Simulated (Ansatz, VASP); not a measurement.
**One calculation of GaP, two programs**

The input INCAR:

```
PREC = Accurate
ENCUT = 520
EDIFF = 1E-8
ISMEAR = -1
SIGMA = 0.05
LREAL = F
LASPH = T
NELM = 100
ALGO = Normal
ISIF = 2
LWAVE = F
LCHARG = F
LEFG = T
NBANDS = 16
```

KPOINTS

```
regular mesh
0
Gamma
  10 10 10
```

File POSCAR:

```
GaP
1.0
    0.0000000000      2.8070075000      2.7252500000
    2.8070075000      0.0000000000      2.7252500000
    2.8070075000      2.8070075000      0.0000000000
Ga P
1 1
Direct
    0.0000000000      0.0000000000      0.0000000000
    0.7500000000      0.7500000000      0.7500000000
```

Input for Ansatz:

```yaml
crystal:
  lattice:
    - [0.0, 2.8070075, 2.72525]
    - [2.8070075, 0.0, 2.72525]
    - [2.8070075, 2.8070075, 0.0]
  atoms:
    - { symbol: Ga, position: [0.0, 0.0, 0.0] }
    - { symbol: P, position: [0.75, 0.75, 0.75] }
kpoints:
  mp_grid: { grid: [10, 10, 10] }
scf:
  occupations: { method: fermi_dirac, width: 0.05 }
hamiltonian:
  xc: lda
  pseudopotentials: { kind: all_electron, datasets: crystal }
output:
  forces: true
  stress: true
  eigenvalues: true
  efg: { contact_densities: true }
```

Change from the starting cell: equal xx and yy strain of +3 %, crystal datasets.

Alike in both runs: task electric field gradients; functional LDA; k mesh 10 × 10 × 10; occupations fermi-dirac, width 0.05 eV; no spin polarisation.

|  | VASP | Ansatz |
| --- | --- | --- |
| version | VASP 6.6.1 | Ansatz 0.2.0 |
| potentials or method | VASP PAW LDA potentials, release 64 (Ga_d, P) | all-electron PAW with datasets made for the crystal, scalar-relativistic |
| plane-wave cutoff (eV) | 520 | see its input |

Ansatz gave:

| Quantity | Value |
| --- | --- |
| pressure (GPa) | -6.7 |
| largest component of the traceless stress (GPa) | 1.43 |
| Vzz of the field gradient on the site that differs most (V/Å²) | 5.8 |

Q: Which values does VASP return?

A: Pressure (GPa): -6.7; largest component of the traceless stress (GPa): 1.43; Vzz of the field gradient on the site that differs most (V/Å²): 5.2.

Ansatz ran all-electron here, so the differences hold the error of VASP's frozen core and of both bases.

A k mesh can miss the band edges.
